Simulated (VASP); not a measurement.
# SiC4: single point with PBE

The system is SiC4.

```xyz
5
Lattice="-2.5327 2.5327 2.5327 2.5327 -2.5327 2.5327 2.5327 2.5327 -2.5327" Properties=species:S:1:pos:R:3 pbc="T T T"
Si    0.0000    0.0000    0.0000
C     1.2663    1.2663   -1.2663
C     1.2663   -1.2663    1.2663
C    -1.2663    1.2663    1.2663
C     1.2663    1.2663    1.2663
```

The cell was built by a generator and needn't be a form met in nature.

The cell isn't the ideal one: species swapped into the MnGa4 type (Im-3m, No. 229).

- Program: VASP 6.6.1
- Task: single point
- Functional: PBE
- Potentials or basis: VASP PAW PBE potentials, release 64 (Si, C)
- Cutoff: 520 eV
- k mesh: 6 × 6 × 6
- Occupations: gaussian, width 0.1 eV
- Spin: no spin polarisation
- Dipole correction: no
- Further INCAR settings: ALGO = Normal; EDIFF = 1e-06; NBANDS = 18

The pressure is -32.6 GPa and the band gap on the k mesh is none (metal or under the smearing width).

Levels at points of the mesh, in eV from the Fermi level:
```
           k point  band 6  band 7  band 8  band 9  band 10  band 11  band 12  band 13  band 14  band 15
(0.00, 0.00, 0.00)   -5.27   -5.27   -2.08   -2.08    -2.08    -0.97     2.57     2.57     2.57     3.60
(0.50, 0.00, 0.00)   -5.07   -1.31   -1.14   -0.43    -0.41    -0.37     0.08     1.29     1.70     3.54
(0.50, 0.50, 0.50)   -4.37   -4.37   -1.64   -1.64    -1.64     3.09     3.09     3.09     3.99     3.99
```

Run time: 9.3 s on 1 thread of Intel(R) Xeon(R) Platinum 8559C (Emerald Rapids) (shared host), peak memory 0.19 GiB.

Caveat: a pressure of tens of GPa on the cell as given is suspect, and the run, the potentials or the cell itself is likely at fault.
